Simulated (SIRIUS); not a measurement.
## CdS (Greenockite) under changes of volume

One of the cells (25.623 Å³/atom); the others are scaled copies at fixed shape and fractional positions:

```xyz
4
Lattice="4.1775 0.0000 0.0000 -2.0887 3.6178 0.0000 0.0000 0.0000 6.7816" Properties=species:S:1:pos:R:3 pbc="T T T"
Cd    2.0887    1.2059    3.3908
Cd    0.0000    2.4119    0.0000
S     2.0887    1.2059    5.9339
S     0.0000    2.4119    2.5431
```

| Item | Value |
| --- | --- |
| Program | SIRIUS 7.12.0 |
| Functional | PBEsol |
| Potentials or basis | all-electron FP-LAPW |
| Cutoff | 174 eV |
| Basis | apw+lo standard |
| k mesh | 7 × 7 × 4 |
| Occupations | fermi-dirac, width 0.05 eV |
| Spin | no spin polarisation |

| volume (Å³/atom) | energy over the lowest point (meV/atom) | gap on the mesh (eV) |
| --- | --- | --- |
| 23.614 | ? | ? |
| 24.116 | 2.45 | 1.14 |
| 24.618 | 0.00 | 1.10 |
| 25.623 | 6.13 | 1.01 |
| 26.126 | 14.10 | 0.96 |
| 26.628 | 24.89 | 0.92 |

Problem. What does the run at 23.614 Å³/atom give?

Solution. Energy over the lowest point 9.67 meV/atom; gap on the mesh 1.19 eV.

Worked out: A Birch-Murnaghan fit of order 3 (a polynomial in V^(-2/3)) to the other rows has its minimum at 24.68 Å³/atom with B0 = V·E''(V) = 59 GPa and B' = 3.7 at fixed shape and positions, which overstates the stiffness. It gives 9.08 meV/atom at 23.614 Å³/atom, against the run's 9.67. A straight line through the other rows of the gap, of slope -2.25 eV per unit of ln V (its deformation potential), extrapolates to 1.19 eV, against the run's 1.19.

Energies are extrapolated to zero smearing.

Spin-orbit coupling on Cd is left out.
